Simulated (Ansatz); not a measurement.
# TiTe2 (P-3m1) in Ansatz: settings compared

The runs below take TiTe2 through relaxation of cell and atoms, with PBE, PBE+D3(BJ), PBE+D3(BJ)-ATM, PBE+D4.

Program: Ansatz 0.2.0. These are calculated values, not measurements. Logs are shortened: lines on timing, memory, paths and dates and some standing lists are left out, and cuts for length are marked.

## Step 1: The crystal as given

It takes space group P-3m1 (No. 164, trigonal). The conventional cell has a = 3.777 Å, b = 3.777 Å, c = 6.498 Å, α = 90.00°, β = 90.00°, γ = 120.00°. Te (site symmetry 3m) has 3 Ti at 2.77 Å as nearest neighbours. Ti (site symmetry -3m) is surrounded by 6 Te at 2.77 Å.

## Step 2: Relaxation of cell and atoms, PBE

The input, input.yaml:

```yaml
crystal:
  lattice:
    - [3.777, 0.0, 0.0]
    - [-1.8885, 3.2709779501, 0.0]
    - [0.0, 0.0, 6.498]
  atoms:
    - { symbol: Te, position: [0.3333333333, 0.6666666667, 0.7372] }
    - { symbol: Te, position: [0.6666666667, 0.3333333333, 0.2628] }
    - { symbol: Ti, position: [0.0, 0.0, 0.0] }
hamiltonian:
  xc: pbe
  pseudopotentials: { kind: paw }
kpoints:
  mp_grid: { grid: [8, 8, 4] }
scf:
  occupations: { method: fermi_dirac, width: 0.05 }
output:
  forces: true
  stress: true
  eigenvalues: true
  write_density: true
  write_potential: true
  elf: true
  volumetric_format: npy
relax:
  f_tol: 0.01
  max_steps: 40
  cell: { stress_tol: 0.05 }
```

Potentials or basis: Ansatz PAW.

Command:

```bash
$ ansatz run input.yaml --threads 2 --pin off --max-ram 5632MiB --backend cpu --events-out ev --progress --plain --runs-dir out
```

Standard output:

```text
Warning: RAYON_NUM_THREADS=2 ignored (pool sized by the plan → 2); use --threads N
Engine: ansatz 0.2.0, x86_64-unknown-linux-gnu
Pseudopotentials: kind: paw
Pseudopotential: Te, paw, valence charge 16, recommended cutoff 420 eV (normal), Te.paw.azcp
Pseudopotential: Ti, paw, valence charge 12, recommended cutoff 420 eV (normal), Ti.paw.azcp
Functional definition: PBE
  parameter kappa = 0.804
  parameter beta = 0.06672455060314922
  exchange = pbe_x(kappa = kappa, mu = beta*pi^2/3)
  correlation = pbe_c(beta = beta)
Crystal: 3 atoms, lattice volume = 80.279 Å³
Basis set: ecut = 420 eV, 1581 PW (Γ), exchange–correlation on 54×54×90 points (8 copies of the dense FFT grid, shifted against one another)
Bands: 27, of which v1, the nominal top of the filled ones, is band 22 counted from 1 (21 counted from 0)
Symmetry: 12 space group operations
Space group: P-3m1 (ITA 164), of the structure as read, at distance tolerance 4.3e-5 Å
k-points: 35 of 256
Non-local potential: Te, projectors of the file, l = 0: 2, l = 1: 2, l = 2: 2, l = 3: 2
Non-local potential: Ti, projectors of the file, l = 0: 3, l = 1: 2, l = 2: 3, l = 3: 1
PAW form: soft (Blöchl's): semilocal exchange-correlation on the pseudo side does not see the compensation charge
PAW one-centre angular grid: Te, 590 points (default); XC on 64 Gauss nodes
PAW one-centre angular grid: Ti, 590 points (default); XC on 64 Gauss nodes
Initial density: superposition of atomic densities (neutral atoms: chi_scale 0, normalization atom), corrected by the library's trained network
Initial wavefunctions: pseudopotential atomic-orbital guess
Functional: x = pbe(κ = 0.804, μ = 0.2195149727645171), c = pbe(β = 0.06672455060314922)
SCF iter   1: F=—  HF=-16461.684603 eV  |F-HF|=—  |Δ(HF+E_count)|=         —  Δρ=3.18e-3  dr2=1.45e-2  ethr=1.77e-3  ⟨swp⟩=6.1  Hψ=4238  notcnv=0
preconditioner: auto → LDOS  [metal: Δε(μ)=0.058 eV  Ē_g=6.304 eV  σ=0.050 eV  W_gap=0.28  n_scr=22 (ndim 8)  ℏωp=16.6 eV  f_vac=0.014  D(μ)=1.36/eV (n_scr^D=2)  β→1.0]
SCF iter   2: F=—  HF=-16461.685060 eV  |F-HF|=—  |Δ(HF+E_count)|=   4.56e-4  Δρ=3.45e-3  dr2=1.90e-2  ethr=3.30e-5  ⟨swp⟩=2.1  Hψ=2048  notcnv=0
SCF iter   3: F=—  HF=-16461.682927 eV  |F-HF|=—  |Δ(HF+E_count)|=   2.13e-3  Δρ=4.78e-4  dr2=3.92e-4  ethr=3.30e-5  ⟨swp⟩=2.4  Hψ=1238  notcnv=0
SCF iter   4: F=—  HF=-16461.682914 eV  |F-HF|=—  |Δ(HF+E_count)|=   1.36e-5  Δρ=1.15e-4  dr2=1.82e-5  ethr=8.91e-7  ⟨swp⟩=2.0  Hψ=1097  notcnv=0
SCF iter   5: F=—  HF=-16461.682899 eV  |F-HF|=—  |Δ(HF+E_count)|=   1.47e-5  Δρ=3.77e-5  dr2=2.61e-6  ethr=4.13e-8  ⟨swp⟩=2.0  Hψ=1677  notcnv=0
SCF iter   6: F=-16461.682899 eV  HF=-16461.682899 eV  |F-HF|=3.43e-8  |Δ(HF+E_count)|=   2.93e-7  Δρ=9.28e-6  dr2=3.63e-8  ethr=2.27e-10  ⟨swp⟩=8.7  Hψ=6753  notcnv=0
SCF 1 converged in 6 iterations: F = -16461.682899 eV  dr2 = 3.63e-8
relax step   1: F+E_penalty+E_count = -16461.68289894 eV  Δ(F+E_penalty+E_count) = +0.000e0 eV  max|allowed force component| = 1.197e-2 eV/Å  Δτ_max = 0.0000 Å  P = +0.908 GPa  Ω = 80.279 Å³  (6 SCF iters, dr2 threshold 1.00e-7 eV, accepted)
[... 13 lines left out ...]
relax step   2: F+E_penalty+E_count = -16461.68734365 eV  Δ(F+E_penalty+E_count) = -4.445e-3 eV  max|allowed force component| = 1.261e-1 eV/Å  Δτ_max = 0.0732 Å  P = -0.031 GPa  Ω = 84.789 Å³  energy of the carried Pulay correction = -6.388e-4 eV  (6 SCF iters, dr2 threshold 3.00e-7 eV, accepted)
[... 10 lines left out ...]
relax step   3: F+E_penalty+E_count = -16461.69030413 eV  Δ(F+E_penalty+E_count) = -2.960e-3 eV  max|allowed force component| = 1.244e-1 eV/Å  Δτ_max = 0.0346 Å  P = -0.703 GPa  Ω = 84.040 Å³  energy of the carried Pulay correction = -5.351e-4 eV  (6 SCF iters, dr2 threshold 3.00e-7 eV, accepted)
[... 10 lines left out ...]
relax step   4: F+E_penalty+E_count = -16461.69282406 eV  Δ(F+E_penalty+E_count) = -2.520e-3 eV  max|allowed force component| = 8.981e-3 eV/Å  Δτ_max = 0.0086 Å  P = -0.077 GPa  Ω = 83.546 Å³  energy of the carried Pulay correction = -4.663e-4 eV  (5 SCF iters, dr2 threshold 3.00e-7 eV, accepted)
[... 9 lines left out ...]
relax step   5: F+E_penalty+E_count = -16461.69294949 eV  Δ(F+E_penalty+E_count) = -1.254e-4 eV  max|allowed force component| = 1.437e-4 eV/Å  Δτ_max = 0.0031 Å  P = +0.004 GPa  Ω = 83.566 Å³  energy of the carried Pulay correction = -4.690e-4 eV  (5 SCF iters, dr2 threshold 3.49e-8 eV, accepted)
[... 11 lines left out ...]
relax step   6: F+E_penalty+E_count = -16461.69341036 eV  Δ(F+E_penalty+E_count) = -4.609e-4 eV  max|allowed force component| = 5.420e-5 eV/Å  Δτ_max = 0.0000 Å  P = +0.003 GPa  Ω = 83.566 Å³  stress off target by 1.89e-2 GPa  SCF on the basis re-selected at this cell (its energy is not comparable with the rows above)  (7 SCF iters)
basis re-selected at this cell: Δ(F+E_penalty+E_count) = -4.609e-4 eV, ΔP = -0.001 GPa vs the last step (what re-selecting the basis moved, of the pressure what is left beyond the Pulay correction that the steps carried, after the strain that the cell walked since its last selection, with what the two solves' SCF thresholds leave and, on support functions, any second-order correction that the steps lacked; it is no measure of the basis error at this ecutwfc). This SCF's stress stands 1.89e-2 GPa from its target on what of the cell is left free (relax.cell.stress_tol is 5.00e-2 GPa) and its largest allowed force component is 5.42e-5 eV/Å (relax.f_tol is 1.00e-2 eV/Å): within both
SCF converged after 7 iterations
Free energy (F): -16461.693410 eV
Harris-Foulkes:  -16461.693410 eV  (|F-HF|=3.64e-12)
Internal energy: -16461.680999 eV  (E = F + TS)
E sigma→0 (E₀):  -16461.687205 eV
Entropy (-TS):   -0.012411 eV (-4.137 meV/atom)
Fermi energy:    9.644040 eV
--- Per-component energies (eV) ---
  E_band       = -693.778734
  E_kinetic    = 632.321905
  E_local      = -3636.230517  (includes V_loc(G=0)·N_el)
  E_nonlocal   = -612.042837
  E_hartree    = 2091.821268
  E_xc         = -346.138123
  E_vxc        = -330.376253  (∫ρ·V_xc dr)
  E_paw        = -10372.508662  (= ΣΔE_a)
  E_vpaw       = -931.093348  (= ΣTr[D̂ρ^β])
  E_aug_tail   = -0.000227  (compensation charges beyond the density's cutoff)
  E_ewald      = -4218.903806
  E_smearing   = -0.012411  (= −TS)
  E_closure    = 0.000000  (closes the sum)
  Σ components = -16461.693410   (vs F -16461.693410, Δ=0.00e0)
--- Forces (eV/Å), atoms counted from 1 ---
  atom   1  Te     0.00000000    -0.00000000    -0.00005420
  atom   2  Te     0.00000000     0.00000000     0.00005420
  atom   3  Ti    -0.00000000    -0.00000000     0.00000000
  max |Σ_I F_I| component: 3.16e-30 eV/Å
--- Stress (GPa, compression-positive) ---
       -0.005608       0.000000       0.000000
        0.000000      -0.005608       0.000000
        0.000000       0.000000       0.018932
  P = ⅓ Tr σ = 0.0026 GPa (0.026 kbar)
--- Band table (eV; the first three rows and the last of 35) ---
  k-point 0: bands = ["-47.8403", "-26.8125", "-26.8125", "-26.8079", "-26.8079", "-26.7859", "-26.7859", "-26.7849", "-26.7849", "-26.7750", "-26.7731", "-24.0862", "-24.0862", "-24.0595", "-2.5775", "-1.2822", "4.6597", "8.0276", "8.0276", "9.8960", "10.0035", "10.0507", "10.0507", "10.7011", "10.7011", "12.7655", "12.7655"]
[... 3 lines left out ...]
--- Relaxed structure (5 steps of the walk, 5 accepted, 1 SCFs on fresh bases) ---
  F+E_penalty+E_count = -16461.69341036 eV   max|allowed force component| = 5.420e-5 eV/Å   (the final SCF, on the basis selected at the relaxed cell)
  cell:  # Å, volume = 83.5663 Å³
    - [3.7881490383438132, 9.274319583740125e-34, 1.8291579566850904e-17]
    - [-1.8940745191719066, 3.280633300527334, -9.145789783425452e-18]
    - [3.146907175676065e-17, -1.547215536591303e-33, 6.724292390785141]
  atoms:
    - { symbol: Te, position: [0.33333333333333326, 0.6666666666666665, 0.7449329723325018] }
    - { symbol: Te, position: [0.6666666666666665, 0.33333333333333326, 0.2550670276674983] }
    - { symbol: Ti, position: [7.351448162811924e-35, -1.7275359360703562e-35, -3.5595023617047436e-19] }
```

It took 4.8 s on 2 threads of AMD EPYC 9R45 (Zen 5), shared host; peak memory 0.49 GiB.

What came out:

| Quantity | Value |
| --- | --- |
| Free energy | -16461.6934 eV |
| Relaxed volume | 27.86 Å³/atom |
| Relaxed cell | a = 3.788 Å, b = 3.788 Å, c = 6.724 Å, α = 90.00°, β = 90.00°, γ = 120.00° |
| Space group after relaxing (to 0.05 Å) | P-3m1 (No. 164) |
| Energy gained by relaxing | 3.5 meV/atom |
| Ionic steps | 6 |
| Pressure after relaxing | 0.0 GPa |
| Band gap on the k mesh | none (metal or under the smearing width) |

The path:
| step | energy change (eV) | largest force (eV/Å) | volume (Å³) |
| --- | --- | --- | --- |
| 1 | 0.0000 | 0.0120 | 80.28 |
| 2 | -0.0044 | 0.1261 | 84.79 |
| 3 | -0.0074 | 0.1244 | 84.04 |
| 4 | -0.0099 | 0.0090 | 83.55 |
| 5 | -0.0101 | 0.0001 | 83.57 |
| 6 | -0.0105 | 0.0001 | 83.57 |

Final structure:
```yaml
crystal:
  lattice:
    - [3.78815, 0.00000, 0.00000]
    - [-1.89407, 3.28063, 0.00000]
    - [0.00000, 0.00000, 6.72429]
  atoms:
    - { symbol: Te, position: [0.33333, 0.66667, 0.74493] }
    - { symbol: Te, position: [0.66667, 0.33333, 0.25507] }
    - { symbol: Ti, position: [0.00000, 0.00000, 0.00000] }
```

Levels at points of the mesh, in eV from the Fermi level:
| k point | band 20 | band 21 | band 22 | band 23 | band 24 | band 25 |
| --- | --- | --- | --- | --- | --- | --- |
| (0.00, 0.00, 0.00) | 0.25 | 0.36 | 0.41 | 0.41 | 1.06 | 1.06 |
| (0.00, 0.00, -0.50) | -1.57 | 0.40 | 0.40 | 0.84 | 0.84 | 0.95 |
| (0.00, -0.50, 0.00) | -2.33 | -1.74 | -0.99 | 0.03 | 1.14 | 1.47 |
| (0.00, -0.50, -0.50) | -1.92 | -1.12 | -0.63 | -0.23 | 1.14 | 1.45 |

Caveat: the plane-wave basis is chosen anew once the cell has moved, so the energies of steps on either side of that aren't comparable; this functional lacks dispersion, which binds the layers, so the pressure and a relaxed spacing across them are unreliable. Zero-point motion and thermal expansion aren't in these numbers.

## Step 3: Relaxation of cell and atoms, PBE+D3(BJ)

Changes to input.yaml since step 2:

```diff
@@ -12,2 +12,3 @@
   pseudopotentials: { kind: paw }
+  dispersion: d3bj
 kpoints:
@@ -20,6 +21,2 @@
   eigenvalues: true
-  write_density: true
-  write_potential: true
-  elf: true
-  volumetric_format: npy
 relax:
```

Potentials or basis: Ansatz PAW.

Command:

```bash
$ ansatz run input.yaml --threads 2 --pin off --max-ram 5632MiB --backend cpu --events-out ev --progress --plain --runs-dir out
```

Run time: 4.6 s. Hardware: 2 threads of AMD EPYC 9R45 (Zen 5), shared host; peak memory 0.49 GiB.

Results (log left out):

| Property | Result |
| --- | --- |
| Free energy | -16463.1913 eV |
| Relaxed volume | 25.17 Å³/atom |
| Relaxed cell | a = 3.705 Å, b = 3.705 Å, c = 6.350 Å, α = 90.00°, β = 90.00°, γ = 120.00° |
| Space group after relaxing (to 0.05 Å) | P-3m1 (No. 164) |
| Energy gained by relaxing | 11.1 meV/atom |
| Ionic steps | 5 |
| Pressure after relaxing | 0.0 GPa |
| Band gap on the k mesh | none (metal or under the smearing width) |

Step by step:
```csv
step,energy change (eV),largest force (eV/Å),volume (Å³)
1,0.0000,0.0175,80.28
2,-0.0203,0.3546,75.86
3,-0.0334,0.0597,75.83
4,-0.0340,0.0016,75.50
5,-0.0332,0.0015,75.50
```

Final structure:
```yaml
crystal:
  lattice:
    - [3.70507, 0.00000, 0.00000]
    - [-1.85254, 3.20869, 0.00000]
    - [0.00000, 0.00000, 6.35041]
  atoms:
    - { symbol: Te, position: [0.33333, 0.66667, 0.72843] }
    - { symbol: Te, position: [0.66667, 0.33333, 0.27157] }
    - { symbol: Ti, position: [0.00000, 0.00000, 0.00000] }
```

Levels at points of the mesh, in eV from the Fermi level:
| k point | band 20 | band 21 | band 22 | band 23 | band 24 | band 25 |
| --- | --- | --- | --- | --- | --- | --- |
| (0.00, 0.00, 0.00) | 0.28 | 0.46 | 0.46 | 0.79 | 1.27 | 1.27 |
| (0.00, 0.00, -0.50) | -1.52 | 0.44 | 0.44 | 0.83 | 0.83 | 1.12 |
| (0.00, -0.50, 0.00) | -2.51 | -1.71 | -1.19 | -0.02 | 1.29 | 1.65 |
| (0.00, -0.50, -0.50) | -2.09 | -0.89 | -0.45 | -0.36 | 1.29 | 1.63 |

Caveat: the plane-wave basis is chosen anew once the cell has moved, so the energies of steps on either side of that aren't comparable. Spin-orbit coupling is left out, which matters for the levels of Te.

## Step 4: Relaxation of cell and atoms, PBE+D3(BJ)-ATM

Changes to input.yaml since step 3:

```diff
@@ -12,3 +12,3 @@
   pseudopotentials: { kind: paw }
-  dispersion: d3bj
+  dispersion: d3bjatm
 kpoints:
```

Command:

```bash
$ ansatz run input.yaml --threads 2 --pin off --max-ram 5632MiB --backend cpu --events-out ev --progress --plain --runs-dir out
```

Run time: 5.1 s. Hardware: 2 threads of AMD EPYC 9R45 (Zen 5), shared host; peak memory 0.46 GiB.

It converged, with:

| Property | Result |
| --- | --- |
| Free energy | -16463.1033 eV |
| Relaxed volume | 25.40 Å³/atom |
| Relaxed cell | a = 3.715 Å, b = 3.715 Å, c = 6.378 Å, α = 90.00°, β = 90.00°, γ = 120.00° |
| Space group after relaxing (to 0.05 Å) | P-3m1 (No. 164) |
| Energy gained by relaxing | 8.0 meV/atom |
| Ionic steps | 5 |
| Pressure after relaxing | 0.0 GPa |
| Band gap on the k mesh | none (metal or under the smearing width) |

The path:
```csv
step,energy change (eV),largest force (eV/Å),volume (Å³)
1,0.0000,0.0183,80.28
2,-0.0175,0.2489,76.60
3,-0.0243,0.0365,76.35
4,-0.0245,0.0004,76.21
5,-0.0239,0.0003,76.21
```

Final structure:
```
CELL_PARAMETERS angstrom
3.71472 0.00000 0.00000
-1.85736 3.21704 0.00000
0.00000 0.00000 6.37752
ATOMIC_POSITIONS crystal
Te 0.33333 0.66667 0.72973
Te 0.66667 0.33333 0.27027
Ti 0.00000 0.00000 0.00000
```

Levels at points of the mesh, in eV from the Fermi level:
| k point | band 18 | band 19 | band 20 | band 21 | band 22 | band 23 | band 24 | band 25 | band 26 | band 27 |
| --- | --- | --- | --- | --- | --- | --- | --- | --- | --- | --- |
| (0.00, 0.00, 0.00) | -1.62 | -1.62 | 0.29 | 0.45 | 0.45 | 0.74 | 1.24 | 1.24 | 3.09 | 3.09 |
| (0.00, 0.00, -0.50) | -2.93 | -1.52 | -1.52 | 0.44 | 0.44 | 0.82 | 0.82 | 1.10 | 3.65 | 3.65 |
| (0.00, -0.50, 0.00) | -3.85 | -2.90 | -2.49 | -1.71 | -1.17 | -0.01 | 1.27 | 1.63 | 2.44 | 3.52 |
| (0.00, -0.50, -0.50) | -4.85 | -2.53 | -2.08 | -0.91 | -0.47 | -0.35 | 1.27 | 1.61 | 2.59 | 3.69 |

Caveat: the plane-wave basis is chosen anew once the cell has moved, so the energies of steps on either side of that aren't comparable. The run has no spin-orbit coupling, so splittings on Te are missing.

## Step 5: Relaxation of cell and atoms, PBE+D4

Changes to input.yaml since step 4:

```diff
@@ -12,3 +12,3 @@
   pseudopotentials: { kind: paw }
-  dispersion: d3bjatm
+  dispersion: d4
 kpoints:
```

Command:

```bash
$ ansatz run input.yaml --threads 2 --pin off --max-ram 5632MiB --backend cpu --events-out ev --progress --plain --runs-dir out
```

It took 5 s on 2 threads of AMD EPYC 9R45 (Zen 5), shared host; peak memory 0.49 GiB.

Results (log left out):

| Property | Result |
| --- | --- |
| Free energy | -16462.9551 eV |
| Relaxed volume | 25.71 Å³/atom |
| Relaxed cell | a = 3.728 Å, b = 3.728 Å, c = 6.408 Å, α = 90.00°, β = 90.00°, γ = 120.00° |
| Space group after relaxing (to 0.05 Å) | P-3m1 (No. 164) |
| Energy gained by relaxing | 4.7 meV/atom |
| Ionic steps | 5 |
| Pressure after relaxing | 0.0 GPa |
| Band gap on the k mesh | none (metal or under the smearing width) |

Step by step:
| step | energy change (eV) | largest force (eV/Å) | volume (Å³) |
| --- | --- | --- | --- |
| 1 | 0.0000 | 0.0022 | 80.28 |
| 2 | -0.0120 | 0.1516 | 77.46 |
| 3 | -0.0147 | 0.0125 | 77.16 |
| 4 | -0.0147 | 0.0000 | 77.14 |
| 5 | -0.0142 | 0.0001 | 77.14 |

Final structure:
```cif
data_structure
_symmetry_space_group_name_H-M 'P 1'
_symmetry_Int_Tables_number 1
_cell_length_a 3.7283
_cell_length_b 3.7283
_cell_length_c 6.4079
_cell_angle_alpha 90.000
_cell_angle_beta 90.000
_cell_angle_gamma 120.000
_cell_volume 77.14
loop_
_atom_site_label
_atom_site_type_symbol
_atom_site_fract_x
_atom_site_fract_y
_atom_site_fract_z
_atom_site_occupancy
Te1 Te 0.33333 0.66667 0.73175 1
Te2 Te 0.66667 0.33333 0.26825 1
Ti1 Ti 0.00000 0.00000 0.00000 1
```

Levels at points of the mesh, in eV from the Fermi level:
| k point | band 18 | band 19 | band 20 | band 21 | band 22 | band 23 | band 24 | band 25 | band 26 | band 27 |
| --- | --- | --- | --- | --- | --- | --- | --- | --- | --- | --- |
| (0.00, 0.00, 0.00) | -1.63 | -1.63 | 0.31 | 0.44 | 0.44 | 0.70 | 1.21 | 1.21 | 3.10 | 3.10 |
| (0.00, 0.00, -0.50) | -2.86 | -1.54 | -1.54 | 0.43 | 0.43 | 0.82 | 0.82 | 1.09 | 3.62 | 3.62 |
| (0.00, -0.50, 0.00) | -3.81 | -2.85 | -2.47 | -1.72 | -1.15 | 0.00 | 1.25 | 1.60 | 2.44 | 3.48 |
| (0.00, -0.50, -0.50) | -4.77 | -2.50 | -2.06 | -0.93 | -0.50 | -0.33 | 1.24 | 1.58 | 2.61 | 3.65 |

Caveat: the plane-wave basis is chosen anew once the cell has moved, so the energies of steps on either side of that aren't comparable. The run has no spin-orbit coupling, so splittings on Te are missing.

## Step 6: Overview

| level | gap on the mesh (eV) | pressure (GPa) | relaxed volume (Å³/atom) |
| --- | --- | --- | --- |
| PBE | none | 0.0 | 27.86 |
| PBE+D3(BJ) | none | 0.0 | 25.17 |
| PBE+D3(BJ)-ATM | none | 0.0 | 25.40 |
| PBE+D4 | none | 0.0 | 25.71 |

Alike in all rows: task relaxation of cell and atoms; potentials or basis Ansatz PAW; no spin polarisation; cell relaxed; k mesh 8 × 8 × 4; cutoff (eV) 420; smearing fermi-dirac 0.05 eV.

Caveats: the plane-wave basis is chosen anew once the cell has moved, so the energies of steps on either side of that aren't comparable; this functional lacks dispersion, which binds the layers, so the pressure and a relaxed spacing across them are unreliable (some runs).

Absolute energies hang on the potentials; compare differences alone.
